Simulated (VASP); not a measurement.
A run of VASP 6.6.1 is set up as follows.

File INCAR:

```
SYSTEM = PbSe
PREC     = Accurate       ! precision mode
ENCUT    = 520            ! plane-wave cutoff, eV
EDIFF    = 1E-7           ! SCF threshold, eV
ISMEAR   = 0              ! smearing method
SIGMA    = 0.02           ! smearing width, eV
LREAL    = .FALSE.        ! projectors in reciprocal space
LASPH    = .TRUE.         ! aspherical terms in the spheres
NELM     = 80             ! most SCF steps
ALGO     = Normal         ! electronic algorithm
ISIF     = 2              ! what is computed and relaxed
LWAVE    = .FALSE.        ! write WAVECAR
LCHARG   = .FALSE.        ! write CHGCAR
METAGGA  = SCAN           ! meta-GGA
LMIXTAU  = .TRUE.
```

The input KPOINTS:

```
Automatic mesh
0
G
  8 8 8
  0 0 0
```

The input POSCAR:

```
PbSe
1.0
    0.0000000000      3.0621500000      3.0621500000
    3.0621500000      0.0000000000      3.0621500000
    3.0621500000      3.0621500000      0.0000000000
Pb Se
1 1
Direct
    0.0000000000      0.0000000000      0.0000000000
    0.5000000000      0.5000000000      0.5000000000
```

Potentials or basis: VASP PAW PBE potentials, release 64 (Pb_d, Se).

The run is started by

```bash
$ cat potpaw_PBE.64/Pb_d/POTCAR potpaw_PBE.64/Se/POTCAR > POTCAR
$ mpirun -np 1 vasp_std > vasp.out
```

Q: Predict the band gap on the k mesh.

A: 0.51 eV, direct.

Q: Predict the pressure.

A: 0.8 GPa.

Caveat: the PAW data sets were made with another functional, which shifts forces and pressure a little; spin-orbit coupling is left out, which as a rule narrows the gap of such compounds by several tenths of an eV.

**The experiment to reproduce.**

A printed reference work, monograph reports, for a bulk crystal of PbSe at 300 K: band gap 0.28 eV (direct).

Against the measured gap of PbSe, 0.28 eV (direct; 300 K; a printed reference work, monograph), the calculated 0.51 eV is off by +0.23 eV. 2 values of this kind are on record (0.15 to 0.28 eV); this one was drawn at random. Spin-orbit coupling on Pb, Se is left out. The value is that of SCAN on a finite k mesh, which can miss the band edges, without temperature or zero-point motion.
